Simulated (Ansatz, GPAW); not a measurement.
# Geometry or basis: what sets the conductance of an Ir chain with a Pd atom on top of one atom

Wanted: T(E) of an Ir chain with a Pd atom on top of one atom at a relaxed geometry in two programs, beside the unrelaxed structure.

Method: Ansatz plane waves; relaxation of the junction with the lead ends held, in the first sound run; inputs show where later runs differ, in GPAW 26.7.0 and Ansatz 0.2.0.

**1. The starting structure**

The cell holds 18 atoms: 17 Ir and 1 Pd. Its edges and angles: a = 9.000 Å, b = 9.000 Å, c = 39.100 Å, α = 90.0°, β = 90.0°, γ = 90.0°. Regions: left lead, 8 atoms (8 Ir); channel, 2 atoms (1 Ir and 1 Pd); right lead, 8 atoms (8 Ir). Vacuum lies along a and b. The structure is stacked along c, and the current runs across the ab planes.

**2. Relaxation**

Transmission follows bond lengths closely, so the atoms between the held lead ends are relaxed first, from a slightly shaken start that lets symmetry break.

File input.yaml:

```yaml
crystal:
  lattice:
    - [9.0, 0.0, 0.0]
    - [0.0, 9.0, 0.0]
    - [0.0, 0.0, 39.1]
  atoms:
    - { symbol: Ir, position: [0.5, 0.5, 0.0294117647] }
    - { symbol: Ir, position: [0.5, 0.5, 0.0882352941] }
    - { symbol: Ir, position: [0.5, 0.5, 0.1470588235] }
    - { symbol: Ir, position: [0.5, 0.5, 0.2058823529] }
    - { symbol: Ir, position: [0.5, 0.5, 0.2647058824] }
    - { symbol: Ir, position: [0.5, 0.5, 0.3235294118] }
    - { symbol: Ir, position: [0.4985588666, 0.4962330108, 0.3828699568] }
    - { symbol: Ir, position: [0.4963072847, 0.5067130519, 0.441885508] }
    - { symbol: Ir, position: [0.4988024569, 0.5019017191, 0.5012365134] }
    - { symbol: Pd, position: [0.7650021207, 0.4969224511, 0.5008171921] }
    - { symbol: Ir, position: [0.5017258021, 0.4990681632, 0.5596615331] }
    - { symbol: Ir, position: [0.5016892477, 0.5035874695, 0.6172435557] }
    - { symbol: Ir, position: [0.5, 0.5, 0.6764705882] }
    - { symbol: Ir, position: [0.5, 0.5, 0.7352941176] }
    - { symbol: Ir, position: [0.5, 0.5, 0.7941176471] }
    - { symbol: Ir, position: [0.5, 0.5, 0.8529411765] }
    - { symbol: Ir, position: [0.5, 0.5, 0.9117647059] }
    - { symbol: Ir, position: [0.5, 0.5, 0.9705882353] }
kpoints:
  mp_grid: { grid: [1, 1, 2] }
hamiltonian:
  xc: pbe
scf:
  occupations: { method: fermi_dirac, width: 0.1 }
relax:
  f_tol: 0.03
  max_steps: 80
  constraints: [{ sites: [0, 1, 2, 3, 4, 5, 12, 13, 14, 15, 16, 17] }]
```

Command:

```console
$ ansatz run input.yaml --threads 4 --pin off --max-ram 8192MiB --backend cpu --events-out ev --progress --plain --runs-dir out
```

Numbers of over 12 decimals in the logs are rounded to 6 here.

The program printed:

```text
Engine: ansatz 0.2.0, aarch64-unknown-linux-gnu
Pseudopotentials: kind: paw
Pseudopotential: Ir, paw, valence charge 17, recommended cutoff 420 eV (normal), Ir.paw.azcp
Pseudopotential: Pd, paw, valence charge 18, recommended cutoff 420 eV (normal), Pd.paw.azcp
Functional definition: PBE
  parameter kappa = 0.804
  parameter beta = 0.066725
  exchange = pbe_x(kappa = kappa, mu = beta*pi^2/3)
  correlation = pbe_c(beta = beta)
Crystal: 18 atoms, lattice volume = 3167.100 Å³
Basis set: ecut = 420 eV, 61855 PW (Γ), exchange–correlation on 128×128×540 points (8 copies of the dense FFT grid, shifted against one another)
Bands: 185, of which v1, the nominal top of the filled ones, is band 154 counted from 1 (153 counted from 0)
Symmetry: 1 space group operations
Space group: P1 (ITA 1), of the structure as read, at distance tolerance 1.5e-4 Å
k-points: 2
Non-local potential: Ir, projectors of the file, l = 0: 3, l = 1: 2, l = 2: 2, l = 3: 1
Non-local potential: Pd, projectors of the file, l = 0: 2, l = 1: 2, l = 2: 2, l = 3: 1
PAW form: soft (Blöchl's): semilocal exchange-correlation on the pseudo side does not see the compensation charge
PAW one-centre angular grid: Ir, 590 points (default); XC on 64 Gauss nodes
PAW one-centre angular grid: Pd, 590 points (default); XC on 64 Gauss nodes
Initial density: superposition of atomic densities (neutral atoms: chi_scale 0, normalization atom), corrected by the library's trained network
Initial wavefunctions: pseudopotential atomic-orbital guess
Functional: x = pbe(κ = 0.804, μ = 0.219515), c = pbe(β = 0.066725)
SCF iter   1: F=—  HF=-209807.871325 eV  |F-HF|=—  |Δ(HF+E_count)|=         —  Δρ=1.98e-2  dr2=7.72e1  ethr=1.77e-3  ⟨swp⟩=6.0  Hψ=1383  notcnv=0  defer=2
preconditioner: auto → LDOS  [metal: Δε(μ)=0.020 eV  Ē_g=3.743 eV  σ=0.100 eV  W_gap=0.05  n_scr=346 (ndim 8)  ℏωp=8.4 eV  f_vac=0.747  D(μ)=55.75/eV (n_scr^D=322)  β→1.0]
SCF iter   2: F=—  HF=-209807.533464 eV  |F-HF|=—  |Δ(HF+E_count)|=   3.38e-1  Δρ=1.12e-2  dr2=3.49e0  ethr=1.77e-3  ⟨swp⟩=2.0  Hψ=755  notcnv=0  defer=7
SCF iter   3: F=—  HF=-209807.269973 eV  |F-HF|=—  |Δ(HF+E_count)|=   2.63e-1  Δρ=3.89e-3  dr2=1.36e0  ethr=1.14e-3  ⟨swp⟩=2.0  Hψ=692  notcnv=0  defer=7
SCF iter   4: F=—  HF=-209807.248209 eV  |F-HF|=—  |Δ(HF+E_count)|=   2.18e-2  Δρ=1.57e-3  dr2=1.68e-1  ethr=4.43e-4  ⟨swp⟩=3.0  Hψ=440  notcnv=0  defer=5
SCF iter   5: F=—  HF=-209807.243490 eV  |F-HF|=—  |Δ(HF+E_count)|=   4.72e-3  Δρ=1.18e-3  dr2=9.73e-2  ethr=5.46e-5  ⟨swp⟩=1.0  Hψ=365  notcnv=0  defer=5
SCF iter   6: F=—  HF=-209807.237104 eV  |F-HF|=—  |Δ(HF+E_count)|=   6.39e-3  Δρ=5.83e-4  dr2=1.97e-2  ethr=3.17e-5  ⟨swp⟩=1.0  Hψ=365  notcnv=0  defer=5
SCF iter   7: F=—  HF=-209807.237483 eV  |F-HF|=—  |Δ(HF+E_count)|=   3.79e-4  Δρ=1.73e-4  dr2=1.52e-3  ethr=6.43e-6  ⟨swp⟩=2.0  Hψ=368  notcnv=0  defer=5
SCF iter   8: F=—  HF=-209807.237675 eV  |F-HF|=—  |Δ(HF+E_count)|=   1.92e-4  Δρ=7.70e-5  dr2=3.64e-4  ethr=4.94e-7  ⟨swp⟩=2.0  Hψ=458  notcnv=0  defer=5
SCF iter   9: F=—  HF=-209807.237673 eV  |F-HF|=—  |Δ(HF+E_count)|=   1.85e-6  Δρ=3.96e-5  dr2=1.02e-4  ethr=1.19e-7  ⟨swp⟩=1.5  Hψ=370  notcnv=0  defer=5
SCF iter  10: F=-209807.237664 eV  HF=-209807.237669 eV  |F-HF|=4.84e-6  |Δ(HF+E_count)|=   3.75e-6  Δρ=1.66e-5  dr2=1.54e-5  ethr=7.33e-9  ⟨swp⟩=3.0  Hψ=1232  notcnv=0
SCF 1 converged in 10 iterations: F = -209807.237664 eV  dr2 = 1.54e-5
  greatest PAW one-centre occupation: 1.000 electrons in one spin orbital (limit 2), on the Ir atom at site 10 (counted from 0), in its partial waves of l = 1
relax step   1: F+E_penalty+E_count = -209807.23766414 eV  Δ(F+E_penalty+E_count) = +0.000e0 eV  max|allowed force component| = 9.566e-1 eV/Å  Δτ_max = 0.0000 Å  (10 SCF iters, dr2 threshold 2.25e-5 eV, accepted)
Initial density: handed on by an earlier stage of this run
Initial wavefunctions: those handed on with the density
iter 1 solved again at ethr=3.78e-4 eV; its pass at ethr=3.10e-3 eV (dr2=1.16e0 eV) is discarded
SCF iter   1: F=—  HF=-209807.621341 eV  |F-HF|=—  |Δ(HF+E_count)|=         —  Δρ=5.78e-3  dr2=1.15e0  ethr=3.78e-4  ⟨swp⟩=1.0  Hψ=1404  notcnv=0  defer=6
preconditioner: auto → LDOS  [metal: Δε(μ)=0.004 eV  Ē_g=3.635 eV  σ=0.100 eV  W_gap=0.01  n_scr=346 (ndim 8)  ℏωp=8.4 eV  f_vac=0.760  D(μ)=59.90/eV (n_scr^D=346)  β→1.0]
SCF iter   2: F=—  HF=-209807.533187 eV  |F-HF|=—  |Δ(HF+E_count)|=   8.82e-2  Δρ=2.68e-3  dr2=2.67e-1  ethr=3.73e-4  ⟨swp⟩=2.0  Hψ=692  notcnv=0  defer=6
SCF iter   3: F=—  HF=-209807.527848 eV  |F-HF|=—  |Δ(HF+E_count)|=   5.34e-3  Δρ=1.74e-3  dr2=2.18e-1  ethr=8.71e-5  ⟨swp⟩=2.0  Hψ=723  notcnv=0  defer=6
SCF iter   4: F=—  HF=-209807.510517 eV  |F-HF|=—  |Δ(HF+E_count)|=   1.73e-2  Δρ=8.69e-4  dr2=4.76e-2  ethr=7.09e-5  ⟨swp⟩=2.0  Hψ=434  notcnv=0  defer=6
SCF iter   5: F=—  HF=-209807.511869 eV  |F-HF|=—  |Δ(HF+E_count)|=   1.35e-3  Δρ=3.90e-4  dr2=9.77e-3  ethr=1.55e-5  ⟨swp⟩=2.0  Hψ=415  notcnv=0  defer=7
SCF iter   6: F=—  HF=-209807.511346 eV  |F-HF|=—  |Δ(HF+E_count)|=   5.23e-4  Δρ=1.45e-4  dr2=1.78e-3  ethr=3.18e-6  ⟨swp⟩=2.0  Hψ=523  notcnv=0  defer=7
SCF iter   7: F=—  HF=-209807.511302 eV  |F-HF|=—  |Δ(HF+E_count)|=   4.40e-5  Δρ=6.14e-5  dr2=2.74e-4  ethr=5.79e-7  ⟨swp⟩=2.0  Hψ=395  notcnv=0  defer=7
SCF iter   8: F=—  HF=-209807.511304 eV  |F-HF|=—  |Δ(HF+E_count)|=   2.35e-6  Δρ=3.16e-5  dr2=7.61e-5  ethr=8.93e-8  ⟨swp⟩=2.0  Hψ=408  notcnv=0  defer=7
SCF iter   9: F=-209807.511293 eV  HF=-209807.511307 eV  |F-HF|=1.42e-5  |Δ(HF+E_count)|=   3.09e-6  Δρ=1.50e-5  dr2=1.67e-5  ethr=1.86e-8  ⟨swp⟩=4.0  Hψ=1005  notcnv=0
SCF 2 converged in 9 iterations: F = -209807.511293 eV  dr2 = 1.67e-5
  greatest PAW one-centre occupation: 1.000 electrons in one spin orbital (limit 2), on the Ir atom at site 5 (counted from 0), in its partial waves of l = 1
relax step   2: F+E_penalty+E_count = -209807.51129328 eV  Δ(F+E_penalty+E_count) = -2.736e-1 eV  max|allowed force component| = 9.393e-1 eV/Å  Δτ_max = 0.1964 Å  (9 SCF iters, dr2 threshold 5.72e-5 eV, accepted)
iter 1 solved again at ethr=4.88e-4 eV; its pass at ethr=3.10e-3 eV (dr2=1.50e0 eV) is discarded
SCF iter   1: F=—  HF=-209807.972903 eV  |F-HF|=—  |Δ(HF+E_count)|=         —  Δρ=6.22e-3  dr2=1.43e0  ethr=4.88e-4  ⟨swp⟩=1.0  Hψ=1190  notcnv=0  defer=7
preconditioner: auto → LDOS  [metal: Δε(μ)=0.013 eV  Ē_g=3.635 eV  σ=0.100 eV  W_gap=0.03  n_scr=346 (ndim 8)  ℏωp=8.4 eV  f_vac=0.760  D(μ)=59.18/eV (n_scr^D=346)  β→1.0]
SCF iter   2: F=—  HF=-209807.874173 eV  |F-HF|=—  |Δ(HF+E_count)|=   9.87e-2  Δρ=2.73e-3  dr2=3.32e-1  ethr=4.64e-4  ⟨swp⟩=2.0  Hψ=685  notcnv=0  defer=7
[...]
relax step   8: F+E_penalty+E_count = -209808.60800058 eV  Δ(F+E_penalty+E_count) = -3.843e-2 eV  max|allowed force component| = 2.036e-1 eV/Å  Δτ_max = 0.1952 Å  (7 SCF iters, dr2 threshold 1.74e-5 eV, accepted)
relax step   9: F+E_penalty+E_count = -209808.63145441 eV  Δ(F+E_penalty+E_count) = -2.345e-2 eV  max|allowed force component| = 1.143e-1 eV/Å  Δτ_max = 0.2000 Å  (7 SCF iters, dr2 threshold 2.83e-5 eV, accepted)
relax step  10: F+E_penalty+E_count = -209808.63906254 eV  Δ(F+E_penalty+E_count) = -7.608e-3 eV  max|allowed force component| = 6.468e-2 eV/Å  Δτ_max = 0.1473 Å  (8 SCF iters, dr2 threshold 4.11e-6 eV, accepted)
relax step  11: F+E_penalty+E_count = -209808.63971877 eV  Δ(F+E_penalty+E_count) = -6.562e-4 eV  max|allowed force component| = 5.397e-2 eV/Å  Δτ_max = 0.0483 Å  (7 SCF iters, dr2 threshold 1.32e-6 eV, accepted)
relax step  12: F+E_penalty+E_count = -209808.64136388 eV  Δ(F+E_penalty+E_count) = -1.645e-3 eV  max|allowed force component| = 3.187e-2 eV/Å  Δτ_max = 0.0694 Å  (7 SCF iters, dr2 threshold 9.33e-7 eV, accepted)
relax step  13: F+E_penalty+E_count = -209808.64239174 eV  Δ(F+E_penalty+E_count) = -1.028e-3 eV  max|allowed force component| = 3.353e-2 eV/Å  Δτ_max = 0.0897 Å  (8 SCF iters, accepted)
relax step  14: F+E_penalty+E_count = -209808.64233932 eV  Δ(F+E_penalty+E_count) = +5.242e-5 eV  max|allowed force component| = 2.647e-1 eV/Å  Δτ_max = 0.1955 Å  (9 SCF iters, rejected (line search))
relax step  15: F+E_penalty+E_count = -209808.64406167 eV  Δ(F+E_penalty+E_count) = -1.670e-3 eV  max|allowed force component| = 5.566e-2 eV/Å  Δτ_max = 0.0964 Å  (9 SCF iters, accepted)
relax step  16: F+E_penalty+E_count = -209808.64584529 eV  Δ(F+E_penalty+E_count) = -1.784e-3 eV  max|allowed force component| = 1.117e-1 eV/Å  Δτ_max = 0.0960 Å  (7 SCF iters, dr2 threshold 3.10e-6 eV, accepted)
relax step  17: F+E_penalty+E_count = -209808.64653575 eV  Δ(F+E_penalty+E_count) = -6.905e-4 eV  max|allowed force component| = 2.363e-1 eV/Å  Δτ_max = 0.1488 Å  (6 SCF iters, dr2 threshold 1.25e-5 eV, accepted)
relax step  18: F+E_penalty+E_count = -209808.64878919 eV  Δ(F+E_penalty+E_count) = -2.253e-3 eV  max|allowed force component| = 7.855e-2 eV/Å  Δτ_max = 0.0156 Å  (5 SCF iters, dr2 threshold 5.58e-5 eV, accepted)
relax step  19: F+E_penalty+E_count = -209808.65348096 eV  Δ(F+E_penalty+E_count) = -4.692e-3 eV  max|allowed force component| = 1.228e-2 eV/Å  Δτ_max = 0.1646 Å  (9 SCF iters, accepted)
relax step  20: F+E_penalty+E_count = -209808.65142993 eV  Δ(F+E_penalty+E_count) = +2.051e-3 eV  max|allowed force component| = 2.543e-1 eV/Å  Δτ_max = 0.1951 Å  (9 SCF iters, rejected (line search))
relax step  21: F+E_penalty+E_count = -209808.65472747 eV  Δ(F+E_penalty+E_count) = -1.247e-3 eV  max|allowed force component| = 2.785e-2 eV/Å  Δτ_max = 0.0951 Å  (9 SCF iters, accepted)
relax step  22: F+E_penalty+E_count = -209808.65436746 eV  Δ(F+E_penalty+E_count) = +3.600e-4 eV  max|allowed force component| = 1.110e-1 eV/Å  Δτ_max = 0.0976 Å  (9 SCF iters, rejected (line search))
relax step  23: F+E_penalty+E_count = -209808.65533028 eV  Δ(F+E_penalty+E_count) = -6.028e-4 eV  max|allowed force component| = 2.371e-2 eV/Å  Δτ_max = 0.0472 Å  (8 SCF iters, accepted)
relax step  24: F+E_penalty+E_count = -209808.65576489 eV  Δ(F+E_penalty+E_count) = -4.346e-4 eV  max|allowed force component| = 4.192e-2 eV/Å  Δτ_max = 0.0482 Å  (8 SCF iters, accepted)
relax step  25: F+E_penalty+E_count = -209808.65593019 eV  Δ(F+E_penalty+E_count) = -1.653e-4 eV  max|allowed force component| = 2.721e-2 eV/Å  Δτ_max = 0.0174 Å  (5 SCF iters, dr2 threshold 1.27e-6 eV, accepted)
iter 1 solved again at ethr=1.88e-10 eV; its pass at ethr=3.10e-3 eV (dr2=5.78e-7 eV) is discarded
SCF iter   1: F=—  HF=-209808.656012 eV  |F-HF|=—  |Δ(HF+E_count)|=         —  Δρ=3.81e-6  dr2=5.81e-7  ethr=1.88e-10  ⟨swp⟩=1.0  Hψ=868  notcnv=0  defer=6
preconditioner: auto → LDOS  [metal: Δε(μ)=0.037 eV  Ē_g=3.536 eV  σ=0.100 eV  W_gap=0.09  n_scr=346 (ndim 8)  ℏωp=8.4 eV  f_vac=0.758  D(μ)=54.78/eV (n_scr^D=322)  β→1.0]
SCF iter   2: F=—  HF=-209808.655931 eV  |F-HF|=—  |Δ(HF+E_count)|=   8.17e-5  Δρ=2.75e-6  dr2=3.61e-7  ethr=1.88e-10  ⟨swp⟩=2.5  Hψ=629  notcnv=0  defer=6
SCF iter   3: F=-209808.655930 eV  HF=-209808.655931 eV  |F-HF|=4.69e-8  |Δ(HF+E_count)|=   5.94e-8  Δρ=1.30e-6  dr2=8.45e-8  ethr=3.26e-11  ⟨swp⟩=2.0  Hψ=1313  notcnv=0
SCF 26 converged in 3 iterations: F = -209808.655930 eV  dr2 = 8.45e-8
relax step  26: F+E_penalty+E_count = -209808.65593048 eV  Δ(F+E_penalty+E_count) = -2.852e-7 eV  max|allowed force component| = 2.738e-2 eV/Å  Δτ_max = 0.0000 Å  (3 SCF iters, accepted)
SCF converged after 3 iterations
Free energy (F): -209808.655930 eV
Harris-Foulkes:  -209808.655931 eV  (|F-HF|=4.69e-8)
Internal energy: -209806.927454 eV  (E = F + TS)
E sigma→0 (E₀):  -209807.791692 eV
Entropy (-TS):   -1.728476 eV (-96.026 meV/atom)
Fermi energy:    -3.186699 eV
--- Per-component energies (eV) ---
  E_band       = -9786.149145
  E_kinetic    = 11031.908500
  E_local      = -98891.141717  (includes V_loc(G=0)·N_el)
  E_nonlocal   = 1519.976366
  E_hartree    = 43025.142984
  E_xc         = -4641.786488
  E_vxc        = -5197.363121  (∫ρ·V_xc dr)
  E_paw        = -160566.369445  (= ΣΔE_a)
  E_vpaw       = -4299.818224  (= ΣTr[D̂ρ^β])
  E_aug_tail   = 0.001319  (compensation charges beyond the density's cutoff)
  E_ewald      = -1284.658973
  E_smearing   = -1.728476  (= −TS)
  E_closure    = -0.000000  (closes the sum)
  Σ components = -209808.655930   (vs F -209808.655930, Δ=0.00e0)
--- Forces (eV/Å), atoms counted from 1 ---
  atom   1  Ir     0.00171490    -0.01159682     0.04322707
  atom   2  Ir     0.00209614    -0.00778283    -0.03304270
  atom   3  Ir    -0.00691201     0.02547580    -0.12504213
  atom   4  Ir    -0.00299464    -0.01061678     0.24897005
  atom   5  Ir    -0.03768005    -0.17001251     0.35298459
  atom   6  Ir     0.04219244     0.17096611     1.44666120
  atom   7  Ir     0.00123182     0.00869346     0.00338215
  atom   8  Ir    -0.00419916    -0.01124402    -0.00401802
  atom   9  Ir     0.02737690     0.01924849    -0.00754611
  atom  10  Pd    -0.02225496    -0.00679870     0.00404045
  atom  11  Ir    -0.00289101    -0.00946533     0.00094988
  atom  12  Ir     0.00211785     0.00288468    -0.00534347
  atom  13  Ir     0.05214353     0.17267946    -1.44015726
  atom  14  Ir    -0.04480489    -0.16890199    -0.35539662
  atom  15  Ir    -0.00226682    -0.01011823    -0.24323158
  atom  16  Ir    -0.00696877     0.02521831     0.12565969
  atom  17  Ir     0.00163637    -0.00673117     0.02903801
  atom  18  Ir     0.00032166    -0.01202180    -0.04113847
  max |Σ_I F_I| component: 1.41e-4 eV/Å
--- Relaxed structure (26 steps of the walk, 23 accepted, 0 SCFs on fresh bases) ---
  F+E_penalty+E_count = -209808.65593048 eV   max|allowed force component| = 2.738e-2 eV/Å
  atoms:
    - { symbol: Ir, position: [0.5, 0.5, 0.029412] }
    - { symbol: Ir, position: [0.5, 0.5, 0.088235] }
    - { symbol: Ir, position: [0.5, 0.5, 0.147059] }
    - { symbol: Ir, position: [0.5, 0.5, 0.2058823529] }
    - { symbol: Ir, position: [0.5, 0.5, 0.2647058824] }
    - { symbol: Ir, position: [0.5, 0.5, 0.323529] }
    - { symbol: Ir, position: [0.489712, 0.436133, 0.384724] }
    - { symbol: Ir, position: [0.497038, 0.511808, 0.443432] }
    - { symbol: Ir, position: [0.437423, 0.415282, 0.500158] }
    - { symbol: Pd, position: [0.677022, 0.547271, 0.499199] }
    - { symbol: Ir, position: [0.497572, 0.511683, 0.556573] }
    - { symbol: Ir, position: [0.487067, 0.436942, 0.615299] }
    - { symbol: Ir, position: [0.5, 0.5, 0.676471] }
    - { symbol: Ir, position: [0.5, 0.5, 0.735294] }
    - { symbol: Ir, position: [0.5, 0.5, 0.794118] }
    - { symbol: Ir, position: [0.5, 0.5, 0.852941] }
    - { symbol: Ir, position: [0.5, 0.5, 0.911765] }
    - { symbol: Ir, position: [0.5, 0.5, 0.970588] }
```

Run time: 7.9 min. Hardware: 4 threads of Arm Neoverse V1, shared host; peak memory 4.9 GiB; 31 min of CPU time.

The steps of the relaxation (22 of 26):

| step | energy less that of the first step (eV) | largest force component (eV/Å) |
| --- | --- | --- |
| 1 | 0.0000 | 0.9566 |
| 2 | -0.2736 | 0.9393 |
| 3 | -0.6064 | 1.0374 |
| 5 | -1.1569 | 0.4482 |
| 6 | -1.2697 | 0.2394 |
| 7 | -1.3319 | 0.2467 |
| 8 | -1.3703 | 0.2036 |
| 9 | -1.3938 | 0.1143 |
| 11 | -1.4021 | 0.0540 |
| 12 | -1.4037 | 0.0319 |
| 13 | -1.4047 | 0.0335 |
| 14 | -1.4047 | 0.2647 |
| 15 | -1.4064 | 0.0557 |
| 16 | -1.4082 | 0.1117 |
| 18 | -1.4111 | 0.0786 |
| 19 | -1.4158 | 0.0123 |
| 20 | -1.4138 | 0.2543 |
| 21 | -1.4171 | 0.0278 |
| 22 | -1.4167 | 0.1110 |
| 24 | -1.4181 | 0.0419 |
| 25 | -1.4183 | 0.0272 |
| 26 | -1.4183 | 0.0274 |

Relaxation steps 14, 20, 22 were tried and not accepted.

The atoms that moved most (Å):

```csv
atom,dx,dy,dz,length
Ir9,-0.552,-0.780,-0.042,0.956
Pd10,-0.792,0.453,-0.063,0.915
Ir12,-0.132,-0.600,-0.076,0.619
Ir7,-0.080,-0.541,0.073,0.552
Ir11,-0.037,0.114,-0.121,0.170
Ir8,0.007,0.046,0.060,0.076
```

Numbers from this step:

| Item | Value |
| --- | --- |
| free energy | -209808.6559 eV |
| smearing term TS | 1.728 eV |
| symmetry operations | 1 |

The relaxation lowered the energy of the cell by 1.42 eV.

[end of part 1 of 4]

[Logs are printed without paths, hosts, clocks, repeated set-up lines and the standing remarks that a program may print on its own settings, such as how far it seeks lower states.]

[Hosts, paths, dates, database ids (printed as entryN), source tags and the programs' standing remarks are cut or masked in the printed files.]
